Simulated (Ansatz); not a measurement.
# Ge (Fd-3m) in Ansatz: a series of runs

The runs below take Ge through band structure, elastic constants, phonons, with BLYP, PBEsol, LDA.

All numbers are computed with Ansatz 0.2.0; they aren't measurements. Logs are shortened: lines on timing, memory, paths and dates and some standing lists are left out, and cuts for length are marked.

**The experiment to reproduce.**

“Temperature-dependent photoluminescence in Ge: experiment and theory”, 2020, arxiv:2003.00143 reports, for a bulk crystal of Ge at 0 K: band gap 0.744 eV (indirect).

“Electronic and optical properties of SixGe1-x-ySny alloys lattice-matched to Ge”, 2021, arxiv:2109.02782 reports, for a bulk crystal of Ge at 300 K: band gap 0.807 eV (direct).

The runs below are set against these values where they give the same quantity.

### 1 The crystal as given

Symmetry: Fd-3m, No. 227, cubic system. Conventional cell: a = 5.658 Å, b = 5.658 Å, c = 5.658 Å, α = 90.00°, β = 90.00°, γ = 90.00°. Ge (site symmetry -43m) has 4 Ge at 2.45 Å as nearest neighbours.

### 2 Band structure, BLYP

input.yaml

```yaml
crystal:
  lattice:
    - [0.0, 2.82891, 2.82891]
    - [2.82891, 0.0, 2.82891]
    - [2.82891, 2.82891, 0.0]
  atoms:
    - { symbol: Ge, position: [0.75, 0.75, 0.75] }
    - { symbol: Ge, position: [0.5, 0.5, 0.5] }
kpoints:
  mp_grid: { grid: [8, 8, 8] }
  band_path:
    path:
      - [0.0, 0.0, 0.0]
      - [0.5, 0.0, 0.5]
      - [0.5, 0.25, 0.75]
      - [0.375, 0.375, 0.75]
      - [0.0, 0.0, 0.0]
      - [0.5, 0.5, 0.5]
      - [0.625, 0.25, 0.625]
      - [0.5, 0.25, 0.75]
    npoints: 10
scf:
  occupations: { method: fermi_dirac, width: 0.05 }
hamiltonian:
  xc: blyp
  pseudopotentials: { kind: all_electron, lapw: { basis_error: 0.001 } }
output:
  forces: true
  stress: true
  eigenvalues: true
```

Potentials or basis: all-electron LAPW, scalar-relativistic.

On the command line:

```console
$ ansatz run input.yaml --threads 1 --pin off --max-ram 3072MiB --backend cpu --events-out ev --progress --plain --runs-dir out
```

What it wrote:

```text
Warning: RAYON_NUM_THREADS=1 ignored (pool sized by the plan → 1); use --threads N
LAPW: plane waves up to 9.119 Å⁻¹, error target 1.0e-3 eV per atom; small_component_spin mean_spin; Ge in spheres of 1.225 Å, 22 of its electrons in bands, Dirac shells [] (how accurate: hamiltonian.pseudopotentials.lapw.basis_error, Limitations)
Engine: ansatz 0.2.0, aarch64-unknown-linux-gnu
Pseudopotentials: kind: all_electron
Pseudopotential: Ge, LAPW, valence charge 22, lapw/all_electron/scalar/gaussian/Ge, Koelling and Harmon's equation, gaussian nucleus
Functional definition: BLYP
  parameter beta = 0.0042
  parameter a = 0.04918
  parameter b = 0.132
  parameter c = 0.2533
  parameter d = 0.349
  exchange = b88_x(beta = beta)
  correlation = lyp_c(a = a, b = b, c = c, d = d)
Crystal: 2 atoms, lattice volume = 45.278 Å³
Basis set: ecut = 316.8447138231623 eV, 561 PW (Γ), exchange–correlation at level 2
Bands: 27, of which v1, the nominal top of the filled ones, is band 22 counted from 1 (21 counted from 0)
Symmetry: 48 space group operations
Space group: Fd-3m (ITA 227), of the structure as read, at distance tolerance 3.6e-5 Å
k-points: 29 of 512
Non-local potential: Ge, projectors of the file, none
Initial density: superposition of atomic densities (chi_scale 0.1, normalization cell)
Initial wavefunctions: plane waves of lowest kinetic energy (no species holds an atomic orbital)
Functional: x = b88, c = lyp
iter 1 solved again at ethr=1.25e-3 eV; its pass at ethr=1.00e-1 eV (dr2=5.51e-1 eV) is discarded
SCF iter   1: F=—  HF=-114253.085732 eV  |F-HF|=—  |Δ(HF+E_count)|=         —  Δρ=3.05e-2  dr2=5.52e-1  ethr=1.25e-3  ⟨swp⟩=2.0  Hψ=4815  notcnv=0
preconditioner: auto → none  [insulator: Δε(μ)=0.234 eV  Ē_g=24.498 eV  σ=0.050 eV  W_gap=0.63  n_scr=14 (ndim 8)  ℏωp=29.2 eV  f_vac=0.072  D(μ)=0.06/eV (n_scr^D=0)  ε∞_Penn≈2.4]
SCF iter   2: F=—  HF=-114252.995218 eV  |F-HF|=—  |Δ(HF+E_count)|=   9.05e-2  Δρ=1.35e-2  dr2=9.90e-2  ethr=1.25e-3  ⟨swp⟩=2.0  Hψ=2320  notcnv=0
iter 3 solved again at ethr=6.45e-7 eV; its pass at ethr=2.25e-4 eV (dr2=2.84e-4 eV) is discarded
SCF iter   3: F=—  HF=-114252.985500 eV  |F-HF|=—  |Δ(HF+E_count)|=   9.72e-3  Δρ=1.11e-3  dr2=2.84e-4  ethr=6.45e-7  ⟨swp⟩=2.6  Hψ=3950  notcnv=0
SCF iter   4: F=—  HF=-114252.983598 eV  |F-HF|=—  |Δ(HF+E_count)|=   1.90e-3  Δρ=5.19e-4  dr2=6.52e-5  ethr=6.45e-7  ⟨swp⟩=2.7  Hψ=2209  notcnv=0
SCF iter   5: F=—  HF=-114252.983611 eV  |F-HF|=—  |Δ(HF+E_count)|=   1.25e-5  Δρ=1.17e-4  dr2=3.45e-6  ethr=1.48e-7  ⟨swp⟩=3.0  Hψ=2290  notcnv=0
SCF iter   6: F=-114252.983616 eV  HF=-114252.983616 eV  |F-HF|=4.29e-8  |Δ(HF+E_count)|=   5.06e-6  Δρ=9.12e-6  dr2=2.05e-8  ethr=7.84e-9  ⟨swp⟩=3.0  Hψ=2296  notcnv=0
SCF 1 converged in 6 iterations: F = -114252.983616 eV  dr2 = 2.05e-8
NSCF: frozen V_eff on 71 k-points
SCF converged after 6 iterations
Free energy (F): -114252.983616 eV
Harris-Foulkes:  -114252.983616 eV  (|F-HF|=4.29e-8)
Internal energy: -114252.982931 eV  (E = F + TS)
E sigma→0 (E₀):  -114252.983274 eV
Entropy (-TS):   -0.000684 eV (-0.342 meV/atom)
Fermi energy:    10.413135 eV
--- Per-component energies (eV) ---
  E_band       = -2066.973091
  E_kinetic    = 116662.343315
  E_xc         = -4361.864593
  E_electrostatic = -226553.461653  (all electrons and nuclei)
  E_smearing   = -0.000684  (= −TS)
  E_closure    = 0.000000  (closes the sum)
  E_atoms      = -114245.480261  (free atoms, spherical and without spin; not in F)
  Σ components = -114252.983616   (vs F -114252.983616, Δ=0.00e0)
  Basis errors (estimates in eV, not in F): energy 4.6e-4 per atom: plane waves 4.2e-4 (2.5e-4 summed), levels above the bands 4.0e-70, relativity 1.9e-7, radial functions 4.3e-5, core shells 8.4e-11; eigenvalues (radial functions only) 4.3e-7; not estimated: angular momenta, meshes, grids; target (lapw.basis_error) 1.0e-3; muffin-tin radii Ge 1.225 Å
--- Forces (eV/Å), atoms counted from 1 ---
  atom   1  Ge    -0.00000000    -0.00000000    -0.00000000
  atom   2  Ge     0.00000000     0.00000000     0.00000000
  max |Σ_I F_I| component: 7.23e-20 eV/Å
--- Stress (GPa, compression-positive) ---
        7.381922       0.000000       0.000000
        0.000000       7.381922       0.000000
        0.000000       0.000000       7.381922
  P = ⅓ Tr σ = 7.3819 GPa (73.819 kbar)
--- Band table (eV; the first three rows and the last of 29) ---
  k-point 0: bands = ["-153.2120", "-153.2096", "-100.4490", "-100.4490", "-100.4490", "-100.4403", "-100.4403", "-100.4403", "-14.4763", "-14.4763", "-14.4763", "-14.4392", "-14.4392", "-14.2280", "-14.2280", "-14.2280", "-14.2151", "-14.2151", "-2.3919", "10.1849", "10.3979", "10.3979", "10.3979", "12.9769", "12.9769", "12.9769", "17.1081"]
  k-point 1: bands = ["-153.2119", "-153.2096", "-100.4491", "-100.4491", "-100.4489", "-100.4404", "-100.4402", "-100.4402", "-14.4843", "-14.4843", "-14.4738", "-14.4279", "-14.4279", "-14.2402", "-14.2402", "-14.2310", "-14.2047", "-14.2047", "-2.2034", "7.9642", "10.0681", "10.0681", "11.3423", "13.4183", "13.4183", "13.8855", "17.9937"]
  k-point 2: bands = ["-153.2117", "-153.2098", "-100.4493", "-100.4493", "-100.4485", "-100.4408", "-100.4400", "-100.4400", "-14.4944", "-14.4944", "-14.4676", "-14.4107", "-14.4107", "-14.2540", "-14.2540", "-14.2384", "-14.1944", "-14.1944", "-1.6573", "5.6377", "9.5250", "9.5250", "11.0212", "14.0574", "14.0574", "16.0129", "18.6916"]
  k-point 28: bands = ["-153.2108", "-153.2108", "-100.4501", "-100.4501", "-100.4447", "-100.4447", "-100.4392", "-100.4392", "-14.5241", "-14.5241", "-14.3816", "-14.3816", "-14.3322", "-14.3322", "-14.3003", "-14.3003", "-14.1614", "-14.1614", "1.5448", "1.5448", "6.5796", "6.5796", "14.6983", "14.6983", "15.2667", "15.2667", "21.4242"]
```

It took 15 s on 1 thread of Arm Neoverse V1, shared host; peak memory 0.28 GiB.

Results:

```
Free energy             : -114252.9836 eV
Pressure                : 7.4 GPa
Band gap along the path : none (metal or under the smearing width)
```

Levels at the corners of the path, in eV from the Fermi level:
| point | band 18 | band 19 | band 20 | band 21 | band 22 | band 23 | band 24 | band 25 | band 26 | band 27 |
| --- | --- | --- | --- | --- | --- | --- | --- | --- | --- | --- |
| Γ | -24.63 | -12.81 | -0.23 | -0.02 | -0.02 | -0.02 | 2.56 | 2.56 | 2.56 | 6.69 |
| X | -24.59 | -8.96 | -8.96 | -3.05 | -3.05 | 0.87 | 0.87 | 9.39 | 9.39 | 11.61 |
| W | -24.57 | -8.87 | -8.87 | -3.83 | -3.83 | 4.29 | 4.29 | 4.85 | 4.85 | 11.01 |
| K | -24.57 | -9.43 | -8.37 | -4.25 | -2.61 | 1.26 | 4.13 | 7.17 | 7.34 | 8.28 |
| Γ | -24.63 | -12.81 | -0.23 | -0.02 | -0.02 | -0.02 | 2.56 | 2.56 | 2.56 | 6.69 |
| L | -24.60 | -10.75 | -7.61 | -1.41 | -1.41 | 0.13 | 3.80 | 3.80 | 7.38 | 10.71 |
| U | -24.57 | -9.43 | -8.37 | -4.25 | -2.61 | 1.26 | 4.13 | 7.17 | 7.34 | 8.28 |
| W | -24.57 | -8.87 | -8.87 | -3.83 | -3.83 | 4.29 | 4.29 | 4.85 | 4.85 | 11.01 |

Caveat: this crystal is a semiconductor, whose small gap the functional closes, so the metal is an error of the method.

### 3 Elastic constants, PBEsol

input.yaml

```yaml
crystal:
  lattice:
    - [0.0, 2.82891, 2.82891]
    - [2.82891, 0.0, 2.82891]
    - [2.82891, 2.82891, 0.0]
  atoms:
    - { symbol: Ge, position: [0.75, 0.75, 0.75] }
    - { symbol: Ge, position: [0.5, 0.5, 0.5] }
kpoints:
  mp_grid: { grid: [6, 6, 6] }
scf:
  occupations: { method: fermi_dirac, width: 0.05 }
hamiltonian:
  xc: pbesol
  pseudopotentials: { kind: all_electron, lapw: { basis_error: 0.001 } }
output:
  forces: true
  stress: true
elastic:
  mode: relaxed_ion
  stencil: two_point
```

Potentials or basis: all-electron LAPW, scalar-relativistic.

On the command line:

```console
$ ansatz run input.yaml --threads 1 --pin off --max-ram 3072MiB --backend cpu --events-out ev --progress --plain --runs-dir out
```

Run time: 69 s. Hardware: 1 thread of Arm Neoverse V2, shared host; peak memory 0.36 GiB.

The run converged. Its results:

```
Free energy                     : -114149.6317 eV
Pressure                        : 0.7 GPa
Band gap on the k mesh          : none (metal or under the smearing width)
Elastic constants C11, C12, C44 : 106, 41, 45 GPa
Voigt bulk modulus              : 63 GPa
```

Levels at points of the mesh, in eV from the Fermi level:
| k point | band 18 | band 19 | band 20 | band 21 | band 22 | band 23 | band 24 | band 25 | band 26 | band 27 |
| --- | --- | --- | --- | --- | --- | --- | --- | --- | --- | --- |
| (0.00, 0.00, 0.00) | -24.57 | -12.82 | -0.03 | -0.02 | -0.02 | -0.02 | 2.50 | 2.50 | 2.50 | 6.20 |
| (0.00, 0.00, -0.50) | -24.54 | -10.72 | -7.65 | -1.43 | -1.43 | 0.10 | 3.68 | 3.68 | 6.94 | 10.40 |
| (0.00, -0.50, -0.50) | -24.53 | -8.92 | -8.92 | -3.11 | -3.11 | 0.64 | 0.64 | 9.46 | 9.46 | 11.49 |

Elastic tensor in Voigt notation (GPa, in the Cartesian axes of the cell as first typed):
```
106  41  41   0   0   0
 41 106  41   0   0   0
 41  41 106   0   0   0
  0   0   0  45   0   0
  0   0   0   0  45   0
  0   0   0   0   0  45
```

Caveat: the k mesh is thin for a metal, which can move the energy by tens of meV per atom; a metal's response needs a denser mesh; elastic constants of metals need much finer meshes, so these are rough; this crystal is a semiconductor, whose small gap the functional closes, so the metal is an error of the method.

### 4 Phonons, LDA

Edit input.yaml of step 3 so:

```diff
@@ -13,9 +13,7 @@
 hamiltonian:
-  xc: pbesol
+  xc: lda
   pseudopotentials: { kind: all_electron, lapw: { basis_error: 0.001 } }
-output:
-  forces: true
-  stress: true
-elastic:
-  mode: relaxed_ion
-  stencil: two_point
+output: {}
+phonons:
+  method: fd
+  supercell: [1, 1, 1]
```

Potentials or basis: all-electron LAPW, scalar-relativistic.

On the command line:

```console
$ ansatz run input.yaml --threads 1 --pin off --max-ram 3072MiB --backend cpu --events-out ev --progress --plain --runs-dir out
```

What it wrote:

```text
Warning: RAYON_NUM_THREADS=1 ignored (pool sized by the plan → 1); use --threads N
LAPW: plane waves up to 9.477 Å⁻¹, error target 1.0e-3 eV per atom; small_component_spin mean_spin; Ge in spheres of 1.188 Å, 22 of its electrons in bands, Dirac shells [] (how accurate: hamiltonian.pseudopotentials.lapw.basis_error, Limitations)
[... 3 set-up lines as earlier in the session ...]
Functional definition: SPW92
  exchange = slater_x
  correlation = pw_c
Crystal: 2 atoms, lattice volume = 45.278 Å³
Basis set: ecut = 342.1616005778646 eV, 645 PW (Γ), exchange–correlation at level 2
Bands: 27, of which v1, the nominal top of the filled ones, is band 22 counted from 1 (21 counted from 0)
[... 1 set-up line as earlier in the session ...]
k-points: 16 of 216
[... 3 set-up lines as earlier in the session ...]
Functional: x = slater, c = lda
iter 1 solved again at ethr=1.02e-3 eV; its pass at ethr=1.00e-1 eV (dr2=4.48e-1 eV) is discarded
SCF iter   1: F=—  HF=-114074.429645 eV  |F-HF|=—  |Δ(HF+E_count)|=         —  Δρ=3.00e-2  dr2=4.50e-1  ethr=1.02e-3  ⟨swp⟩=2.1  Hψ=2667  notcnv=0
preconditioner: auto → none  [insulator: Δε(μ)=0.218 eV  Ē_g=24.302 eV  σ=0.050 eV  W_gap=0.63  n_scr=14 (ndim 8)  ℏωp=29.2 eV  f_vac=0.088  D(μ)=0.15/eV (n_scr^D=0)  ε∞_Penn≈2.4]
SCF iter   2: F=—  HF=-114074.295370 eV  |F-HF|=—  |Δ(HF+E_count)|=   1.34e-1  Δρ=1.27e-2  dr2=7.39e-2  ethr=1.02e-3  ⟨swp⟩=2.0  Hψ=1280  notcnv=0
iter 3 solved again at ethr=8.14e-7 eV; its pass at ethr=1.68e-4 eV (dr2=3.58e-4 eV) is discarded
SCF iter   3: F=—  HF=-114074.275662 eV  |F-HF|=—  |Δ(HF+E_count)|=   1.97e-2  Δρ=1.22e-3  dr2=3.64e-4  ethr=8.14e-7  ⟨swp⟩=2.8  Hψ=2198  notcnv=0
SCF iter   4: F=—  HF=-114074.272075 eV  |F-HF|=—  |Δ(HF+E_count)|=   3.59e-3  Δρ=4.79e-4  dr2=5.67e-5  ethr=8.14e-7  ⟨swp⟩=3.0  Hψ=1278  notcnv=0
SCF iter   5: F=—  HF=-114074.272042 eV  |F-HF|=—  |Δ(HF+E_count)|=   3.27e-5  Δρ=5.94e-5  dr2=9.89e-7  ethr=1.29e-7  ⟨swp⟩=2.1  Hψ=1204  notcnv=0
[... 19 lines left out ...]
Harris-Foulkes:  -114074.272043 eV  (|F-HF|=7.28e-11)
Internal energy: -114074.270013 eV  (E = F + TS)
E sigma→0 (E₀):  -114074.271028 eV
Entropy (-TS):   -0.002030 eV (-1.015 meV/atom)
Fermi energy:    9.662846 eV
--- Per-component energies (eV) ---
  E_band       = -2092.232897
  E_kinetic    = 116421.587110
  E_xc         = -4179.492534
  E_electrostatic = -226316.364589  (all electrons and nuclei)
  E_smearing   = -0.002030  (= −TS)
  E_closure    = 0.000000  (closes the sum)
  E_atoms      = -114063.943511  (free atoms, spherical and without spin; not in F)
  Σ components = -114074.272043   (vs F -114074.272043, Δ=0.00e0)
  Basis errors (estimates in eV, not in F): energy 4.4e-4 per atom: plane waves 4.0e-4 (2.3e-4 summed), levels above the bands 9.0e-73, relativity 5.2e-9, radial functions 4.2e-5, core shells 1.3e-10; eigenvalues (radial functions only) 2.3e-7; not estimated: angular momenta, meshes, grids; target (lapw.basis_error) 1.0e-3; muffin-tin radii Ge 1.188 Å
--- Forces (eV/Å), atoms counted from 1 ---
  atom   1  Ge     0.00000000     0.00000000     0.00000000
  atom   2  Ge    -0.00000000     0.00000000     0.00000000
  max |Σ_I F_I| component: 1.30e-18 eV/Å
--- Band table (eV; the first three rows and the last of 16) ---
  k-point 0: bands = ["-153.1792", "-153.1767", "-100.8285", "-100.8285", "-100.8285", "-100.8196", "-100.8196", "-100.8196", "-15.2225", "-15.2225", "-15.2225", "-15.1861", "-15.1861", "-14.9745", "-14.9745", "-14.9745", "-14.9619", "-14.9619", "-3.1342", "9.4953", "9.6861", "9.6861", "9.6861", "12.2103", "12.2103", "12.2103", "15.8793"]
  k-point 1: bands = ["-153.1790", "-153.1768", "-100.8287", "-100.8287", "-100.8283", "-100.8199", "-100.8195", "-100.8195", "-15.2344", "-15.2344", "-15.2182", "-15.1687", "-15.1687", "-14.9920", "-14.9920", "-14.9796", "-14.9474", "-14.9474", "-2.7983", "6.4471", "9.1637", "9.1637", "10.5157", "12.8998", "12.8998", "13.7433", "17.3165"]
  k-point 2: bands = ["-153.1787", "-153.1771", "-100.8289", "-100.8289", "-100.8277", "-100.8204", "-100.8192", "-100.8192", "-15.2446", "-15.2446", "-15.2093", "-15.1496", "-15.1496", "-15.0065", "-15.0065", "-14.9901", "-14.9369", "-14.9369", "-1.8675", "3.5426", "8.5198", "8.5198", "9.9578", "13.4302", "13.4302", "16.5786", "17.3631"]
  k-point 15: bands = ["-153.1779", "-153.1779", "-100.8296", "-100.8296", "-100.8241", "-100.8241", "-100.8185", "-100.8185", "-15.2673", "-15.2673", "-15.1407", "-15.1407", "-15.0750", "-15.0750", "-15.0386", "-15.0386", "-14.9106", "-14.9106", "0.8149", "0.8149", "5.9427", "5.9427", "12.3044", "12.3044", "16.1722", "16.1722", "20.6077"]
--- Phonons: 1 displaced member + reference (amplitude 0.01 Å, Σ member SCF iterations 6) ---
  symmetry images taken by strict's conditions (phonons.symmetry_images: auto; settled by no image being taken that strict refuses)
  ASR residual: 1.736e-4 → 0.000e0 eV/Å²; symmetrization residual: 3.553e-15 eV/Å²
  largest component of a force at the reference: 8.7e-19 eV/Å
  ASR residual per site (eV/Å²): 1.74e-4 1.74e-4
  Γ frequencies (cm⁻¹): 0.00 0.00 0.00 263.60 263.60 263.60
  density of states and harmonic sums: on the 19×19×19 q-mesh, interpolated from the force constants of a 1×1×1 supercell (no non-analytic term)
  largest difference from the sums on the solved wave vectors: F 4.76e-1 eV, S 7.35e-4 and C_V 2.58e-4 eV/K
  zero-point energy: 0.066681 eV/cell   skipped modes (ω ≤ 0): 3   left out of the sums: 7.29e-5 of the cell's modes: C_V's classical limit lies that fraction below 3 k_B per atom; for a crystal, a wire or a layer, F and S can be off by more, and a phonons.interpolated_qmesh denser along its periods is the remedy for the sampling
```

phdos.tsv:

```text
# omega_inv_cm	omega_thz	g_bin_mean(omega)[modes/inv_cm]
# format = ansatz-phdos/2
# interpolated_qmesh = 19 19 19
# force_constants_supercell = 1 1 1
# lo_to_splitting: not included (the non-analytic LO-TO correction is not applied to the interpolated dynamical matrix; polar crystals: no LO-TO splitting at GAMMA, and LO and other optical branches, acoustic branches and sound speeds, and with them the density of states and the thermodynamics, can be off between the wave vectors that the force constants were sampled on, most near GAMMA; a larger extent of the force constants narrows that region and is not shown to mend the acoustic slopes)
# g_bin_mean(omega): the modes in a bin one row spacing wide, centred on omega, divided by that spacing. A flat band (one whose frequency is the same at every q-point) is counted whole in the row whose bin holds it (on the edge of two bins, in the lower row). The modes of the run's own cell are the sum of g_bin_mean times the row spacing in inv_cm (a plain sum, not the trapezoid rule); for a one-atom cell on a GAMMA-only q-mesh every row is zero, so that sum is 0, not 3
0.000000	0.000000	7.870798e-9
0.527199	0.015805	2.046408e-7
1.054399	0.031610	7.713382e-7
1.581598	0.047415	1.715834e-6
2.108797	0.063220	3.038128e-6
2.635996	0.079025	4.738220e-6
[... 493 lines left out ...]
263.072430	7.886713	3.528449e-3
263.599629	7.902518	1.487061e-4
```

phthermo.tsv:

```text
# format = ansatz-phthermo/1
# interpolated_qmesh = 19 19 19
# force_constants_supercell = 1 1 1
# non_analytic_term = not included (the non-analytic LO-TO correction is not applied to the interpolated dynamical matrix; polar crystals: no LO-TO splitting at GAMMA, and LO and other optical branches, acoustic branches and sound speeds, and with them the density of states and the thermodynamics, can be off between the wave vectors that the force constants were sampled on, most near GAMMA; a larger extent of the force constants narrows that region and is not shown to mend the acoustic slopes)
# zero_point_energy_ev = 6.6680783224e-2
# n_skipped_modes = 3
# share_of_modes_left_out = 7.2896923750e-5
# rigid_motions_known_by = geometry
# t_k	f_vib_ev	s_ev_per_k	c_v_ev_per_k
0.0000	6.6680783224e-2	0.0000000000e0	0.0000000000e0
10.0000	6.6680315709e-2	2.2485794137e-7	7.8612289603e-7
20.0000	6.6670334952e-2	2.2532196685e-6	7.3969555978e-6
30.0000	6.6621077503e-2	8.5173869437e-6	2.7536060928e-5
40.0000	6.6479216235e-2	2.0939631448e-5	6.2628617547e-5
50.0000	6.6181446818e-2	3.9572712213e-5	1.0698302356e-4
[... 93 lines left out ...]
990.0000	-7.1281137750e-1	1.2401706638e-3	5.1385505856e-4
1000.0000	-7.2523895052e-1	1.2453353941e-3	5.1391740822e-4
```

Run time: 20 s. Hardware: 1 thread of Arm Neoverse V2, shared host; peak memory 0.33 GiB.

Results:

```yaml
Free_energy: -114074.2720 eV
Band_gap_on_the_k_mesh: none (metal or under the smearing width)
Highest_phonon_frequency_at_Γ: 264 cm⁻¹
```

Levels at points of the mesh, in eV from the Fermi level:
```csv
k point,band 19,band 20,band 21,band 22,band 23,band 24,band 25,band 26
"(0.00, 0.00, 0.00)",-12.80,-0.17,0.02,0.02,0.02,2.55,2.55,2.55
"(0.00, 0.00, -0.50)",-10.71,-7.62,-1.38,-1.38,0.07,3.74,3.74,6.99
"(0.00, -0.50, -0.50)",-8.92,-8.92,-3.05,-3.05,0.68,0.68,9.42,9.42
```

Phonon frequencies in cm⁻¹ (negative: imaginary):
| q point | frequencies |
| --- | --- |
| (0.000, 0.000, 0.000) | 0 0 0 264 264 264 |

Caveat: the k mesh is thin for a metal, which can move the energy by tens of meV per atom; a metal's response needs a denser mesh; this crystal is a semiconductor, whose small gap the functional closes, so the metal is an error of the method.

(Continued in part 2 of 2.)
